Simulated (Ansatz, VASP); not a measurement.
**Sr: VASP beside Ansatz**

```
Sr
1.0
     4.22202    0.00000    0.00000
    -2.11101    3.65637    0.00000
     0.00000    0.00000    6.90608
Sr
2
Direct
  0.33333 0.66667 0.25000
  0.66667 0.33333 0.75000
```

Change from the starting cell: volume scaled by 0.94, PAW files.

Alike in both runs: task electric field gradients; functional LDA; k mesh 10 × 10 × 5; occupations fermi-dirac, width 0.08 eV; no spin polarisation.

```csv
,VASP,Ansatz
version,VASP 6.6.1,Ansatz 0.2.0
potentials or method,"VASP PAW LDA potentials, release 64 (Sr_sv)","PAW with Ansatz's default frozen-core files, scalar-relativistic"
plane-wave cutoff (eV),520,420
valence electrons in the cell,20,20
```

|  | VASP | Ansatz | Ansatz less VASP |
| --- | --- | --- | --- |
| pressure (GPa) | -1.0 | -1.0 | +0.01 |
| Vzz of the field gradient on the site that differs most (V/Å²) | -2.3 | -2.5 | -0.22 |

Ansatz warned: «gradients_without_spin_orbit».
